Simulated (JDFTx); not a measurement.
Crystal: BN.

```
N B
1.0
     0.00000    1.81300    1.81300
     1.81300    0.00000    1.81300
     1.81300    1.81300    0.00000
N B
1 1
Direct
  0.25000 0.25000 0.25000
  0.00000 0.00000 0.00000
```

The cell is a database's computed one.

Program: JDFTx 1.7.0 (patched build). Alike in all runs: no spin polarisation; cell as given; k mesh 13 × 13 × 13. Hardware: 1 thread of Intel(R) Xeon(R) Platinum 8488C (Sapphire Rapids), on a shared host.

Task: Order these runs on this cell by their wall time, lowest first.
A. task band structure; level LDA; potentials or basis PseudoDojo-SR-LDA-0.4.1-standard with smoothed tails; cutoff (eV) 1143; smearing fermi-dirac 0.05 eV; max SCF steps 30; SCF threshold on the energy 1e-06 Ha; solver of the electrons minimize; further solve for the empty bands no; band ratio of the Davidson solver 1.3
B. task single point; level r2SCAN; potentials or basis SG15-PBE-1.2 with smoothed tails; cutoff (eV) 1361; smearing fermi-dirac 0.05 eV; max SCF steps 100; SCF threshold on the energy 1e-09 Ha; solver of the electrons scf; further solve for the empty bands yes
C. task band structure; level r2SCAN; potentials or basis SG15-PBE-1.2 with smoothed tails; cutoff (eV) 1361; smearing fermi-dirac 0.05 eV; max SCF steps 30; SCF threshold on the energy 1e-06 Ha; solver of the electrons minimize; further solve for the empty bands no; band ratio of the Davidson solver 1.3
D. task single point; level PBEsol; potentials or basis PseudoDojo-SR-PBEsol-0.4.1-standard with smoothed tails; cutoff (eV) 1143; smearing gaussian 0.05 eV; max SCF steps 100; SCF threshold on the energy 1e-09 Ha; solver of the electrons scf; further solve for the empty bands yes

Result: A (4.3 s), C (12 s), D (26 s), B (80 s).
